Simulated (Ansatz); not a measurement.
# TiH2: the cost of one run

Method: DFT LDA, scalar-relativistic, plane waves, PAW, in Ansatz 0.2.0.

1 further run of the same task is left out (set aside as unsound or not needed).

## 1. The starting structure

The structure is tetragonal, space group I4/mmm (No. 139). Conventional cell: a = 3.193 Å, b = 3.193 Å, c = 4.267 Å, α = 90.00°, β = 90.00°, γ = 90.00°. Around Ti (site symmetry 4/mmm) lie 8 H at 1.92 Å. Around H (site symmetry -4m2) lie 4 Ti at 1.92 Å.

Coordinates:

```cif
data_structure
_symmetry_space_group_name_H-M 'P 1'
_symmetry_Int_Tables_number 1
_cell_length_a 3.1064
_cell_length_b 3.1064
_cell_length_c 3.1064
_cell_angle_alpha 118.146
_cell_angle_beta 118.146
_cell_angle_gamma 93.243
_cell_volume 21.75
loop_
_atom_site_label
_atom_site_type_symbol
_atom_site_fract_x
_atom_site_fract_y
_atom_site_fract_z
_atom_site_occupancy
Ti1 Ti 0.00000 0.00000 0.00000 1
H1 H 0.75000 0.25000 0.50000 1
H2 H 0.25000 0.75000 0.50000 1
```

Source of the structure: the Crystallography Open Database.

## 2. A first look at the start

The input, input.yaml:

```yaml
crystal:
  lattice:
    - [-1.5965, 1.5965, 2.1335]
    - [1.5965, -1.5965, 2.1335]
    - [1.5965, 1.5965, -2.1335]
  atoms:
    - { symbol: Ti, position: [0.0, 0.0, 0.0] }
    - { symbol: H, position: [0.75, 0.25, 0.5] }
    - { symbol: H, position: [0.25, 0.75, 0.5] }
basis:
  ecutwfc: 420
kpoints:
  mp_grid: { grid: [8, 8, 8] }
hamiltonian:
  xc: lda
scf:
  occupations: { method: gaussian, width: 0.1 }
output:
  forces: true
  stress: true
  eigenvalues: true
```

What time and memory should one allow on 1 thread of an Arm CPU, shared host?

About 2 s, with a peak of 0.28 GiB.
